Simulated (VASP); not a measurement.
**CaSe (zincblende), LDA relaxation of cell and atoms: VASP's output and Ansatz's**

POSCAR

```
Ca Se
 1.0000000000000000
    -0.0000000000000000    3.2946875266591018    3.2946875266591018
     3.2946875266591018    0.0000000000000000    3.2946875266591018
     3.2946875266591018    3.2946875266591018    0.0000000000000000
 Ca  Se
   1   1
Cartesian
  0.0000000000000000  0.0000000000000000 -0.0000000000000000
  1.6473437633295507  1.6473437633295507  1.6473437633295507
```

VASP ran with the recommended LDA PAW datasets (16 valence electrons in the cell).

From OUTCAR

```
k-points           NKPTS =     16   k-points in BZ     NKDIM =     16   number of bands    NBANDS=     15

   NELECT =      16.0000    total number of electrons

   dimension x,y,z NGX =    40 NGY =   40 NGZ =   40
   dimension x,y,z NGXF=    80 NGYF=   80 NGZF=   80

  energy-cutoff  :      600.00
  volume of cell :       66.43
      direct lattice vectors                 reciprocal lattice vectors
    -0.000000000  3.214441744  3.214441744    -0.155548005  0.155548005  0.155548005
     3.214441744 -0.000000000  3.214441744     0.155548005 -0.155548005  0.155548005
     3.214441744  3.214441744 -0.000000000     0.155548005  0.155548005 -0.155548005

 k-points in reciprocal lattice and weights: KPOINTS created by Atomic Simulation Env
   0.00000000  0.00000000  0.00000000       0.005
   0.16666667  0.00000000  0.00000000       0.037
   0.33333333  0.00000000  0.00000000       0.037
   0.50000000  0.00000000  0.00000000       0.019
   0.16666667  0.16666667  0.00000000       0.028
   0.33333333  0.16666667  0.00000000       0.111
   0.50000000  0.16666667  0.00000000       0.111
  -0.33333333  0.16666667  0.00000000       0.111
   ...

 E-fermi :   0.2455

 k-point     1 :       0.0000    0.0000    0.0000
  band No.  band energies     occupation
      1     -38.5477      2.00000
      2     -19.8763      2.00000
      3     -19.8763      2.00000
      4     -19.8763      2.00000
      5     -10.6493      2.00000
      6      -0.3437      2.00000
      7      -0.3437      2.00000
      8      -0.3437      2.00000
      9       2.9196      0.00000
     10       5.1603      0.00000
     11       5.1603      0.00000
     12       7.4042      0.00000
     13       7.4042      0.00000
     14       7.4042      0.00000
     15       9.0570      0.00000

 k-point     2 :       0.1667    0.0000    0.0000
  band No.  band energies     occupation
      1     -38.5470      2.00000
      2     -19.8927      2.00000
      3     -19.8782      2.00000
      4     -19.8782      2.00000
      5     -10.5715      2.00000
      6      -0.7867      2.00000
      7      -0.3127      2.00000
      8      -0.3127      2.00000
      9       3.7429      0.00000
     10       5.0273      0.00000
     11       5.0273      0.00000
     12       6.8960      0.00000
     13       7.3972      0.00000
     14       7.3972      0.00000
     15       8.2891      0.00000

 k-point     3 :       0.3333    0.0000    0.0000
  band No.  band energies     occupation
      1     -38.5456      2.00000
      2     -19.9253      2.00000
      3     -19.8821      2.00000
      4     -19.8821      2.00000
      5     -10.4143      2.00000
      6      -1.3462      2.00000
      7      -0.2602      2.00000
      8      -0.2602      2.00000
      9       4.7939      0.00000
     10       5.0492      0.00000
     11       5.0492      0.00000
     12       5.9887      0.00000
     13       6.8060      0.00000
     14       6.8060      0.00000
     15       8.0789      0.00000

 k-point     4 :       0.5000    0.0000    0.0000
  band No.  band energies     occupation
      1     -38.5449      2.00000
      2     -19.9413      2.00000
      3     -19.8840      2.00000
      4     -19.8840      2.00000
      5     -10.3349      2.00000
      6      -1.5445      2.00000
      7      -0.2392      2.00000
      8      -0.2392      2.00000
      9       4.8472      0.00000
     10       5.2883      0.00000
     11       5.2883      0.00000
     12       5.6563      0.00000
     13       6.2550      0.00000
     14       6.2550      0.00000
     15       8.9451      0.00000

 k-point     5 :       0.1667    0.1667    0.0000
  band No.  band energies     occupation
      1     -38.5468      2.00000
      2     -19.8940      2.00000
      3     -19.8809      2.00000
      4     -19.8809      2.00000
      5     -10.5457      2.00000
      6      -0.8588      2.00000
      7      -0.3235      2.00000
      8      -0.3235      2.00000
      9       3.9696      0.00000
     10       4.6269      0.00000
     11       5.3380      0.00000
     12       7.0794      0.00000
     13       7.0794      0.00000
     14       7.1996      0.00000
     15       8.4466      0.00000

 k-point     6 :       0.3333    0.1667    0.0000
  band No.  band energies     occupation
      1     -38.5456      2.00000
      2     -19.9183      2.00000
      3     -19.8858      2.00000
      4     -19.8852      2.00000
      5     -10.4152      2.00000
      6      -1.2429      2.00000
      7      -0.3472      2.00000
      8      -0.2831      2.00000
      9       4.1895      0.00000
     10       5.0777      0.00000
     11       5.4490      0.00000
     12       6.2100      0.00000
     13       6.6146      0.00000
     14       7.0975      0.00000
     15       8.4607      0.00000

 ...

  Total        0.0010306      0.0010306      0.0010306      0.0000000      0.0000000      0.0000000
  in kB        0.0248562      0.0248562      0.0248562      0.0000000      0.0000000      0.0000000
  external PRESSURE =       0.0248562 kB  Pullay stress =       0.0000000 kB

 POSITION                                       TOTAL-FORCE (eV/Angst)
 -----------------------------------------------------------------------------------
      0.00000      0.00000      0.00000         0.000000      0.000000     -0.000000
      1.60722      1.60722      1.60722        -0.000000      0.000000      0.000000
 -----------------------------------------------------------------------------------
    total drift:                                0.000000      0.000000      0.000000

  FREE ENERGIE OF THE ION-ELECTRON SYSTEM (eV)
  ---------------------------------------------------
  free  energy   TOTEN  =        -9.8603410572 eV

  energy  without entropy=       -9.8603410571  energy(sigma->0) =       -9.86034106
```

Datasets and cutoffs are each program's own. VASP's cell holds 16 valence electrons and Ansatz's 26. LDA means the Perdew–Zunger form with relativistic exchange in VASP and the Perdew–Wang form in Ansatz.

**Question.** What does Ansatz give for the same cell and level of theory?

**Answer.** relaxed cell vector lengths 4.538, 4.538, 4.538 Å; relaxed cell volume 66.09 Å³.

Ansatz printed

```
basis re-selected at this cell: Δ(F+E_penalty+E_count) = +3.553e-4 eV, ΔP = -0.001 GPa vs the last step (what re-selecting the basis moved, of the pressure what is left beyond the Pulay correction that the steps carried, after the strain that the cell walked since its last selection, with what the two solves' SCF thresholds leave and, on support functions, any second-order correction that the steps lacked; it is no measure of the basis error at this ecutwfc). This SCF's stress stands 2.85e-3 GPa from its target on what of the cell is left free (relax.cell.stress_tol is 5.00e-2 GPa) and its largest allowed force component is 1.05e-16 eV/Å (relax.f_tol is 5.00e-3 eV/Å): within both
SCF converged after 5 iterations
Free energy (F): -7159.367476 eV
Harris-Foulkes:  -7159.367476 eV  (|F-HF|=6.37e-12)
Internal energy: -7159.367476 eV  (E = F + TS)
E sigma→0 (E₀):  -7159.367476 eV
Fermi energy:    4.916760 eV
--- Per-component energies (eV) ---
  E_band       = -581.702123
  E_kinetic    = 398.985975
  E_local      = -3736.023509  (includes V_loc(G=0)·N_el)
  E_nonlocal   = -523.199870
  E_hartree    = 1699.798861
  E_xc         = -240.025872
  E_vxc        = -270.082719  (∫ρ·V_xc dr)
  E_paw        = -2642.468899  (= ΣΔE_a)
  E_vpaw       = 149.020913  (= ΣTr[D̂ρ^β])
  E_aug_tail   = -0.000604  (compensation charges beyond the density's cutoff)
  E_ewald      = -2118.934086
  E_core_change = 2.500528  (= ΣΔE_core)
  E_smearing   = -0.000000  (= −TS)
  E_closure    = 0.000000  (closes the sum)
  Σ components = -7159.367476   (vs F -7159.367476, Δ=0.00e0)
--- Forces (eV/Å), atoms counted from 1 ---
  atom   1  Ca     0.00000000    -0.00000000    -0.00000000
  atom   2  Se     0.00000000     0.00000000     0.00000000
  max |Σ_I F_I| component: 1.78e-16 eV/Å
--- Stress (GPa, compression-positive) ---
       -0.002845       0.000000      -0.000000
       -0.000000      -0.002845       0.000000
        0.000000       0.000000      -0.002845
  P = ⅓ Tr σ = -0.0028 GPa (-0.028 kbar)
--- Relaxed structure (4 steps of the walk, 4 accepted, 1 SCFs on fresh bases) ---
  F+E_penalty+E_count = -7159.36747569 eV   max|allowed force component| = 1.052e-16 eV/Å   (the final SCF, on the basis selected at the relaxed cell)
  cell:  # Å, volume = 66.0894 Å³
    - [8.916901057567284e-34, 3.2089823409028178, 3.2089823409028178]
    - [3.2089823409028178, 8.254502693290856e-33, 3.2089823409028178]
    - [3.2089823409028178, 3.2089823409028178, 6.59850678259979e-33]
  atoms:
    - { symbol: Ca, position: [-8.670916622663159e-34, 1.0911715300430041e-33, 9.742602946812539e-34] }
    - { symbol: Se, position: [0.25, 0.25, 0.25] }
```
